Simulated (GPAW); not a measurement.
Runs of GPAW 26.7.0 on Ni. Symmetry: Fm-3m, No. 225, cubic system. The conventional cell has a = 3.475 Å, b = 3.475 Å, c = 3.475 Å, α = 90.00°, β = 90.00°, γ = 90.00°. Ni (site symmetry m-3m) is surrounded by 12 Ni at 2.46 Å. 

```csv
task,level,potentials or basis,cell,k mesh,band path,band points,eigensolver,optimizer,fmax,gap on the mesh (eV),pressure (GPa),moment (μB),V0 of scaled cells (Å³/atom),relaxed volume (Å³/atom),B0 (GPa)
equation of state,LDA,"the program's PAW data sets (release 1.2.1) made for this functional, pw",as given,11 × 11 × 11,-,-,-,-,-,-,-,-,10.12,-,259
band structure,LDA,"the program's PAW data sets (release 1.2.1) made for this functional, pw",as given,11 × 11 × 11,"GXWKGLUWLK,UX",80,-,-,-,-,-8.5,0.57,-,-,-
equation of state,PBE,"GPAW PAW data sets (gpaw-data 1.2.1), pw",as given,13 × 13 × 13,-,-,-,-,-,-,-,-,10.99,-,206
relaxation of cell and atoms,BLYP+D4,"PAW data sets generated in the run's folder for this functional, pw",relaxed,13 × 13 × 13,-,-,davidson,BFGS,0.01 eV/Å,none,0.1,0.62,-,10.75,-
relaxation of cell and atoms,PBE,"GPAW PAW data sets (gpaw-data 1.2.1), pw",relaxed,13 × 13 × 13,-,-,-,LBFGS,0.01 eV/Å,none,0.0,(b),-,(a),-
relaxation of cell and atoms,PBE+D4,"GPAW PAW data sets (gpaw-data 1.2.1), pw",relaxed,13 × 13 × 13,-,-,-,LBFGS,0.05 eV/Å,none,0.0,0.63,-,10.67,-
equation of state,vdW-DF-cx,"GPAW PAW data sets (gpaw-data 1.2.1), pw",as given,11 × 11 × 11,-,-,-,-,-,-,-,-,10.98,-,206
relaxation of cell and atoms,PBEsol+D4,"PAW data sets generated in the run's folder for this functional, pw",relaxed,13 × 13 × 13,-,-,-,BFGS,0.02 eV/Å,none,0.0,0.63,-,10.36,-
```

Alike in all rows: spin collinear, ferromagnetic start; cutoff (eV) 600; smearing fermi-dirac 0.05 eV.

Problem. Estimate the missing entries.

Solution. (a) 10.98; (b) 0.64.

Caveats: the stock nickel data set gives pressures a few GPa off other programs (some runs); each step starts from the last one's moments, so a moment once lost doesn't come back (some runs); later steps reuse the first step's grids (some runs); pairwise dispersion overbinds metals, which lowers pressure and volume (some runs); the PAW data sets were made with another functional, which shifts forces and pressure a little (some runs).

A k mesh can miss the band edges.

A gap of «none» marks a metal or a gap under the smearing width.

Not every run made on this cell is shown here.
